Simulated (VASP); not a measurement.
# SeH2: single point with PBE+D3

SeH2, in a box:

```
Se H
1.0
    12.46107    0.00000    0.00000
     0.00000   12.96107    0.00000
     0.00000    0.00000   13.46107
Se H
1 2
Direct
  0.52598 0.50865 0.45670
  0.51039 0.42384 0.52901
  0.46063 0.57853 0.51928
```

```
Program                : VASP 6.6.1
Task                   : single point
Functional             : PBE
Dispersion             : D3
Potentials or basis    : VASP PAW PBE potentials, release 64 (Se, H)
Cutoff                 : 400 eV
k mesh                 : 1 × 1 × 1
Occupations            : gaussian, width 0.01 eV
Spin                   : no spin polarisation
Further INCAR settings : ALGO = Fast; EDIFF = 1e-06; ISYM = 0
```

```yaml
Largest_force: 0.020 eV/Å
Gap_between_the_frontier_levels: 4.79 eV
Dispersion_energy_per_atom: 0.000 eV
```

Forces in eV/Å, atoms in the order of the input:
```
Se   0.010  0.001 -0.017
H   -0.006  0.006  0.008
H   -0.004 -0.007  0.009
```

Levels at points of the mesh, in eV from the valence-band top:
| k point | band 1 | band 2 | band 3 | band 4 | band 5 | band 6 | band 7 | band 8 |
| --- | --- | --- | --- | --- | --- | --- | --- | --- |
| (0.00, 0.00, 0.00) | -12.30 | -4.33 | -2.95 | 0.00 | 4.79 | 4.94 | 6.03 | 6.38 |

Wall time 24 s on 4 MPI ranks on Intel(R) Xeon(R) 6975P-C (Granite Rapids), with other jobs on the host, peak memory 0.42 GiB a rank.

As with any semilocal functional, this PBE gap is likely too small.
